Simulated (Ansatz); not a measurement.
# Sb (R-3m) in Ansatz: relaxation of the atoms with PBE

Aim: the relaxation of the atoms of Sb with PBE.

Everything below comes from runs of Ansatz 0.2.0. Logs are shortened: lines on timing, memory, paths and dates and some standing lists are left out, and cuts for length are marked.

## (1) The undisturbed crystal

It takes space group R-3m (No. 166, trigonal). The conventional cell has a = 4.308 Å, b = 4.308 Å, c = 11.274 Å, α = 90.00°, β = 90.00°, γ = 120.00°. Around Sb (site symmetry 3m) lie 3 Sb at 2.91 Å.

## (2) Relaxation of the atoms, PBE (strain = -0.02)

Contents of input.yaml:

```yaml
crystal:
  lattice:
    - [2.1417627205, 1.2221859499, 3.758]
    - [-2.1666372795, 1.2652699499, 3.758]
    - [0.024874559, -2.4874558998, 3.758]
  atoms:
    - { symbol: Sb, position: [0.76651, 0.76651, 0.76651] }
    - { symbol: Sb, position: [0.23349, 0.23349, 0.23349] }
kpoints:
  mp_grid: { grid: [8, 8, 8] }
scf:
  occupations: { method: fermi_dirac, width: 0.05 }
hamiltonian:
  xc: pbe
  pseudopotentials: { kind: all_electron, lapw: { basis_error: 0.001 } }
output:
  forces: true
  stress: true
relax:
  f_tol: 0.02
  max_steps: 60
```

Potentials or basis: all-electron LAPW, scalar-relativistic.

On the command line:

```console
$ ansatz run input.yaml --threads 1 --pin off --max-ram 3072MiB --backend cpu --events-out ev --progress --plain --runs-dir out
```

Output:

```text
Warning: RAYON_NUM_THREADS=1 ignored (pool sized by the plan → 1); use --threads N
The last accepted step is kept in <dir> (removed where the run ends without a failure and the disk answers)
LAPW: plane waves up to 8.145 Å⁻¹, error target 1.0e-3 eV per atom; small_component_spin mean_spin; Sb in spheres of 1.402 Å, 23 of its electrons in bands, Dirac shells [] (how accurate: hamiltonian.pseudopotentials.lapw.basis_error, Limitations)
Engine: ansatz 0.2.0, x86_64-unknown-linux-gnu
Pseudopotentials: kind: all_electron
Pseudopotential: Sb, LAPW, valence charge 23, lapw/all_electron/scalar/gaussian/Sb, Koelling and Harmon's equation, gaussian nucleus
Functional definition: PBE
  parameter kappa = 0.804
  parameter beta = 0.06672455060314922
  exchange = pbe_x(kappa = kappa, mu = beta*pi^2/3)
  correlation = pbe_c(beta = beta)
Crystal: 2 atoms, lattice volume = 60.405 Å³
Basis set: ecut = 252.7409281090805 eV, 549 PW (Γ), exchange–correlation at level 2
Bands: 28, of which v1, the nominal top of the filled ones, is band 23 counted from 1 (22 counted from 0)
Symmetry: 2 space group operations
Space group: P-1 (ITA 2), of the structure as read, at distance tolerance 3.9e-5 Å
k-points: 260 of 512
Non-local potential: Sb, projectors of the file, none
Initial density: superposition of atomic densities (chi_scale 0.1, normalization cell)
Initial wavefunctions: plane waves of lowest kinetic energy (no species holds an atomic orbital)
Functional: x = pbe(κ = 0.804, μ = 0.2195149727645171), c = pbe(β = 0.06672455060314922)
iter 1 solved again at ethr=1.71e-4 eV; its pass at ethr=1.00e-1 eV (dr2=7.88e-2 eV) is discarded
SCF iter   1: F=—  HF=-352736.362905 eV  |F-HF|=—  |Δ(HF+E_count)|=         —  Δρ=1.28e-2  dr2=8.06e-2  ethr=1.71e-4  ⟨swp⟩=3.0  Hψ=48330  notcnv=0
preconditioner: auto → Kerker (q_TF=auto, 2.607 Å⁻¹)  [metal: Δε(μ)=0.055 eV  Ē_g=9.478 eV  σ=0.050 eV  W_gap=0.26  n_scr=14 (ndim 8)  ℏωp=15.1 eV  f_vac=0.016  D(μ)=0.30/eV (n_scr^D=0)]
SCF iter   2: F=—  HF=-352736.361874 eV  |F-HF|=—  |Δ(HF+E_count)|=   1.03e-3  Δρ=8.74e-3  dr2=4.51e-2  ethr=1.71e-4  ⟨swp⟩=2.0  Hψ=20134  notcnv=0
SCF iter   3: F=—  HF=-352736.363816 eV  |F-HF|=—  |Δ(HF+E_count)|=   1.94e-3  Δρ=2.68e-3  dr2=6.06e-3  ethr=9.80e-5  ⟨swp⟩=2.0  Hψ=20124  notcnv=0
SCF iter   4: F=—  HF=-352736.363160 eV  |F-HF|=—  |Δ(HF+E_count)|=   6.56e-4  Δρ=1.05e-3  dr2=1.34e-3  ethr=1.32e-5  ⟨swp⟩=2.0  Hψ=20117  notcnv=0
SCF iter   5: F=—  HF=-352736.363361 eV  |F-HF|=—  |Δ(HF+E_count)|=         —  Δρ=4.44e-4  dr2=1.91e-4  ethr=2.92e-6  ⟨swp⟩=2.0  Hψ=20184  notcnv=0
the basis was enlarged: its passes take 68.1 KiB over the memory plan, 1 of 1 planned eigensolver slots
SCF iter   6: F=—  HF=-352736.363494 eV  |F-HF|=—  |Δ(HF+E_count)|=   1.34e-4  Δρ=2.06e-4  dr2=4.30e-5  ethr=4.15e-7  ⟨swp⟩=3.0  Hψ=20947  notcnv=0
iter 7 solved again at ethr=5.64e-9 eV; its pass at ethr=9.34e-8 eV (dr2=2.59e-6 eV) is discarded
SCF iter   7: F=-352736.363510 eV  HF=-352736.363510 eV  |F-HF|=2.63e-7  |Δ(HF+E_count)|=   1.59e-5  Δρ=5.59e-5  dr2=2.59e-6  ethr=5.64e-9  ⟨swp⟩=2.0  Hψ=36060  notcnv=0
SCF 1 converged in 7 iterations: F = -352736.363510 eV  dr2 = 2.59e-6
relax step   1: F+E_penalty+E_count = -352736.36351008 eV  Δ(F+E_penalty+E_count) = +0.000e0 eV  max|allowed force component| = 1.619e-1 eV/Å  Δτ_max = 0.0000 Å  (7 SCF iters, dr2 threshold 1.00e-5 eV, accepted)
Initial density: handed on by an earlier stage of this run
Initial wavefunctions: those handed on with the density
iter 1 solved again at ethr=2.11e-6 eV; its pass at ethr=1.00e-1 eV (dr2=9.73e-4 eV) is discarded
SCF iter   1: F=—  HF=-352736.365150 eV  |F-HF|=—  |Δ(HF+E_count)|=         —  Δρ=1.13e-3  dr2=8.03e-4  ethr=2.11e-6  ⟨swp⟩=4.0  Hψ=41261  notcnv=0
preconditioner: auto → Kerker (q_TF=auto, 2.607 Å⁻¹)  [metal: Δε(μ)=0.032 eV  Ē_g=9.441 eV  σ=0.050 eV  W_gap=0.16  n_scr=14 (ndim 8)  ℏωp=15.1 eV  f_vac=0.041  D(μ)=0.43/eV (n_scr^D=0)]
SCF iter   2: F=—  HF=-352736.365127 eV  |F-HF|=—  |Δ(HF+E_count)|=   2.27e-5  Δρ=7.67e-4  dr2=4.16e-4  ethr=1.74e-6  ⟨swp⟩=2.0  Hψ=20122  notcnv=0
iter 3 solved again at ethr=5.76e-8 eV; its pass at ethr=9.05e-7 eV (dr2=2.65e-5 eV) is discarded
SCF iter   3: F=—  HF=-352736.365098 eV  |F-HF|=—  |Δ(HF+E_count)|=   2.90e-5  Δρ=1.53e-4  dr2=2.64e-5  ethr=5.76e-8  ⟨swp⟩=2.0  Hψ=35016  notcnv=0
SCF iter   4: F=—  HF=-352736.365102 eV  |F-HF|=—  |Δ(HF+E_count)|=   4.06e-6  Δρ=5.30e-5  dr2=3.54e-6  ethr=5.75e-8  ⟨swp⟩=2.0  Hψ=20126  notcnv=0
SCF iter   5: F=-352736.365101 eV  HF=-352736.365100 eV  |F-HF|=5.97e-7  |Δ(HF+E_count)|=   1.96e-6  Δρ=3.46e-5  dr2=1.07e-6  ethr=7.69e-9  ⟨swp⟩=2.0  Hψ=20126  notcnv=0
SCF 2 converged in 5 iterations: F = -352736.365101 eV  dr2 = 1.07e-6
relax step   2: F+E_penalty+E_count = -352736.36510074 eV  Δ(F+E_penalty+E_count) = -1.591e-3 eV  max|allowed force component| = 1.001e-1 eV/Å  Δτ_max = 0.0286 Å  (5 SCF iters, dr2 threshold 1.64e-6 eV, accepted)
SCF iter   1: F=—  HF=-352736.366284 eV  |F-HF|=—  |Δ(HF+E_count)|=         —  Δρ=4.30e-4  dr2=1.14e-4  ethr=2.38e-6  ⟨swp⟩=4.0  Hψ=28931  notcnv=0
preconditioner: auto → Kerker (q_TF=auto, 2.607 Å⁻¹)  [metal: Δε(μ)=0.020 eV  Ē_g=9.459 eV  σ=0.050 eV  W_gap=0.10  n_scr=14 (ndim 8)  ℏωp=15.1 eV  f_vac=0.042  D(μ)=0.38/eV (n_scr^D=0)]
SCF iter   2: F=—  HF=-352736.366282 eV  |F-HF|=—  |Δ(HF+E_count)|=   2.54e-6  Δρ=2.92e-4  dr2=5.80e-5  ethr=2.48e-7  ⟨swp⟩=2.0  Hψ=20123  notcnv=0
iter 3 solved again at ethr=8.20e-9 eV; its pass at ethr=1.26e-7 eV (dr2=3.77e-6 eV) is discarded
SCF iter   3: F=—  HF=-352736.366279 eV  |F-HF|=—  |Δ(HF+E_count)|=   2.74e-6  Δρ=5.79e-5  dr2=3.77e-6  ethr=8.20e-9  ⟨swp⟩=2.0  Hψ=35004  notcnv=0
SCF iter   4: F=-352736.366279 eV  HF=-352736.366279 eV  |F-HF|=5.58e-8  |Δ(HF+E_count)|=   1.84e-7  Δρ=1.56e-5  dr2=2.31e-7  ethr=8.19e-9  ⟨swp⟩=2.2  Hψ=20160  notcnv=0
SCF 3 converged in 4 iterations: F = -352736.366279 eV  dr2 = 2.31e-7
relax step   3: F+E_penalty+E_count = -352736.36627889 eV  Δ(F+E_penalty+E_count) = -1.178e-3 eV  max|allowed force component| = 1.004e-2 eV/Å  Δτ_max = 0.0106 Å  (4 SCF iters, dr2 threshold 6.26e-7 eV, accepted)
iter 1 solved again at ethr=3.61e-10 eV; its pass at ethr=1.00e-1 eV (dr2=1.66e-7 eV) is discarded
SCF iter   1: F=—  HF=-352736.366279 eV  |F-HF|=—  |Δ(HF+E_count)|=         —  Δρ=1.39e-5  dr2=1.66e-7  ethr=3.61e-10  ⟨swp⟩=2.0  Hψ=28959  notcnv=0
preconditioner: auto → Kerker (q_TF=auto, 2.607 Å⁻¹)  [metal: Δε(μ)=0.021 eV  Ē_g=9.458 eV  σ=0.050 eV  W_gap=0.10  n_scr=14 (ndim 8)  ℏωp=15.1 eV  f_vac=0.041  D(μ)=0.38/eV (n_scr^D=0)]
SCF iter   2: F=—  HF=-352736.366279 eV  |F-HF|=—  |Δ(HF+E_count)|=   2.61e-8  Δρ=1.06e-5  dr2=1.15e-7  ethr=3.61e-10  ⟨swp⟩=2.0  Hψ=20119  notcnv=0
SCF iter   3: F=-352736.366279 eV  HF=-352736.366279 eV  |F-HF|=3.03e-8  |Δ(HF+E_count)|=   3.34e-8  Δρ=7.43e-6  dr2=6.05e-8  ethr=2.50e-10  ⟨swp⟩=2.0  Hψ=20119  notcnv=0
SCF 4 converged in 3 iterations: F = -352736.366279 eV  dr2 = 6.05e-8
relax step   4: F+E_penalty+E_count = -352736.36627898 eV  Δ(F+E_penalty+E_count) = -9.395e-8 eV  max|allowed force component| = 1.001e-2 eV/Å  Δτ_max = 0.0000 Å  (3 SCF iters, accepted)
SCF converged after 3 iterations
Free energy (F): -352736.366279 eV
Harris-Foulkes:  -352736.366279 eV  (|F-HF|=3.03e-8)
Internal energy: -352736.363025 eV  (E = F + TS)
E sigma→0 (E₀):  -352736.364652 eV
Entropy (-TS):   -0.003254 eV (-1.627 meV/atom)
Fermi energy:    12.791327 eV
--- Per-component energies (eV) ---
  E_band       = -1804.177800
  E_kinetic    = 371744.683653
  E_xc         = -9287.549233
  E_electrostatic = -715193.497445  (all electrons and nuclei)
  E_smearing   = -0.003254  (= −TS)
  E_closure    = 0.000000  (closes the sum)
  E_atoms      = -352728.128962  (free atoms, spherical and without spin; not in F)
  Σ components = -352736.366279   (vs F -352736.366279, Δ=0.00e0)
  Basis errors (estimates in eV, not in F): energy 4.1e-4 per atom: plane waves 3.8e-4 (2.1e-4 summed), levels above the bands 2.0e-44, relativity 4.0e-8, radial functions 2.8e-5, core shells 1.4e-8; eigenvalues (radial functions only) 1.1e-7; not estimated: angular momenta, meshes, grids; target (lapw.basis_error) 1.0e-3; muffin-tin radii Sb 1.402 Å
--- Forces (eV/Å), atoms counted from 1 ---
  atom   1  Sb     0.00424443     0.00055553     0.01000884
  atom   2  Sb    -0.00424443    -0.00055553    -0.01000884
  max |Σ_I F_I| component: 0.00e0 eV/Å
--- Stress (GPa, compression-positive) ---
        2.436008       0.594259      -0.466167
        0.594259       2.438523       0.001077
       -0.466167       0.001077       1.788611
  P = ⅓ Tr σ = 2.2210 GPa (22.210 kbar)
--- Relaxed structure (4 steps of the walk, 4 accepted, 0 SCFs on fresh bases) ---
  F+E_penalty+E_count = -352736.36627898 eV   max|allowed force component| = 1.001e-2 eV/Å
  atoms:
    - { symbol: Sb, position: [0.7659927971181374, 0.7641766851787671, 0.7646404264263941] }
    - { symbol: Sb, position: [0.23400720288186266, 0.235823314821233, 0.23535957357360607] }
```

Wall time 95 s (1 thread of Intel Xeon 6975P-C (Granite Rapids), shared host); peak memory 0.87 GiB.

What came out:

```
Free energy                  : -352736.3663 eV
Energy gained by relaxing    : 1.4 meV/atom
Ionic steps                  : 4
Pressure after relaxing      : 2.2 GPa
Largest force after relaxing : 0.011 eV/Å
```

Forces on the atoms (eV/Å):
```
Sb   0.004  0.001  0.010
Sb  -0.004 -0.001 -0.010
```

The path:
```tsv
step	energy change (eV)	largest force (eV/Å)
1	0.0000	0.1652
2	-0.0016	0.1001
3	-0.0028	0.0109
4	-0.0028	0.0109
```

Final structure:
```cif
data_structure
_symmetry_space_group_name_H-M 'P 1'
_symmetry_Int_Tables_number 1
_cell_length_a 4.4948
_cell_length_b 4.5186
_cell_length_c 4.5067
_cell_angle_alpha 57.568
_cell_angle_beta 56.652
_cell_angle_gamma 57.112
_cell_volume 60.41
loop_
_atom_site_label
_atom_site_type_symbol
_atom_site_fract_x
_atom_site_fract_y
_atom_site_fract_z
_atom_site_occupancy
Sb1 Sb 0.76599 0.76418 0.76464 1
Sb2 Sb 0.23401 0.23582 0.23536 1
```

The run has no spin-orbit coupling, so splittings on Sb are missing.
